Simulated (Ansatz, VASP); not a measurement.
**TaN: VASP beside Ansatz**

```xyz
2
Lattice="0.0000 2.1754 2.1754 2.1754 0.0000 2.1754 2.1754 2.1754 0.0000" Properties=species:S:1:pos:R:3 pbc="T T T"
Ta    2.1752    2.1474    2.1789
N     4.3123    2.2008    2.2267
```

Alike in both runs: task single point; functional PBE; k mesh 8 × 8 × 8; occupations gaussian, width 0.15 eV; no spin polarisation.

|  | VASP | Ansatz |
| --- | --- | --- |
| version | VASP 6.6.1 | Ansatz 0.2.0 |
| potentials or method | VASP PAW PBE potentials, release 64 (Ta_pv, N) | plane waves, PAW |
| plane-wave cutoff (eV) | 520 | 540 |
| valence electrons in the cell | 16 | 18 |

|  | VASP | Ansatz | Ansatz less VASP |
| --- | --- | --- | --- |
| pressure (GPa) | 19.1 | 18.0 | -1.01 |
| largest component of the traceless stress (GPa) | 0.57 | 0.56 | -0.004 |
| rms of the force components (eV/Å) | 0.498 | 0.497 | -0.0010 |

Atom by atom the forces differ by 0.001 eV/Å (rms over components). The two sets of potentials don't hold the same shells in valence. Ansatz warned: «stress_scf_threshold_loose».

Caveats: so large a pressure means that the cell lies far from this level's equilibrium, or that cutoff or potentials fall short (VASP). Spin-orbit coupling is left out, which matters for the levels of Ta.
